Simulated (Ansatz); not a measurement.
HfN (WC-type structure)

Method: PBE, scalar-relativistic; no spin polarisation; PAW, 420 eV, 14×14×12 k-mesh, Gaussian smearing of 0.05 eV; code Ansatz. The datasets are Ansatz's generated set soft_2.

```
Hf N
1.0
     3.09901    0.00000    0.00000
    -1.54951    2.68383    0.00000
     0.00000    0.00000    2.91300
Hf N
1 1
Direct
  0.00000 0.00000 0.00000
  0.66667 0.33333 0.50000
```

This is a trial structure; measured cells of the compound in the Crystallography Open Database are in space group Fm-3m (rock salt).

The run above is the reference. The same cell was run again with other input settings; several of them aren't fit for production, so the rows show the settings' effect and aren't properties of the material.

```tsv
keys changed	outcome	ΔE (meV/atom)	P (GPa)	gap on the mesh (eV)	cell moment (μB)	largest force component (eV/Å)	SCF iterations	rough core-seconds	new warnings
none (reference)	converged	0.0	0.0	metal	–	0.000	–	–	–
hamiltonian.hubbard: {"sites": [{"species": "Hf", "l": "d", "u_eff": 5.0}], "double_counting": "fll"}; kpoints.mp_grid.grid: [14, 14, 12] → [9, 9, 8]	converged	–	8.1	metal	–	0.000	8	5	filled band counts differ across k points
basis.ecutwfc: 420 → "450 eV"; basis.ecutrho_ratio: 4 → 12	converged	-2.0	0.0	metal	–	0.000	6	7	–
hamiltonian.dispersion: "d4"; scf.algorithm: "direct_min"	converged	–	-4.0	metal	–	0.000	6	19	–
basis.ecutwfc: 420 → "400 eV"	converged	3.4	0.1	metal	–	0.000	6	6	cutoff below recommended
basis.xc_grid: 2	converged	0.0	0.0	metal	–	0.000	6	6	–
scf.convergence.dr2_threshold: 1e-08; crystal.symmetry: {"detect": false}	converged	0.0	0.0	metal	–	0.000	7	40	stress scf threshold loose
```

These changes also left energy (to 0.1 meV/atom), pressure, gap, moment and forces as in the reference: crystal.symmetry: {"detect": false}.

ΔE is the energy with the smearing extrapolated to zero. It is left out where the change alters the Hamiltonian or the spin treatment. The varied runs start from atomic densities (corrected by the program's trained start where that serves), with the default search for lower states unless a row changes it.

Q: What happens with these changes: scf.convergence.dr2_threshold: 1e-08; scf.occupations.width: 0.05 → null; scf.occupations.method: "gaussian" → "tetrahedron"?

A: outcome converged, ΔE (meV/atom) -1.0, P (GPa) -0.1, gap on the mesh (eV) metal, largest force component (eV/Å) 0.000, SCF iterations 8, rough core-seconds 7, new warnings band table not solved further; stress scf threshold loose; tetrahedron derivatives may miss energy slope.

The pair part of a dispersion correction pulls inward (a three-body part mostly pushes out), and in metals and ionic crystals with large ions it often overbinds.

1 further run (cut off, refused for memory, with changed atoms or starts, or in doubt) is left out.

Of the reference: These numbers lack spin–orbit coupling. The cell is a metal with an odd number of electrons, and spin polarisation wasn't tried.
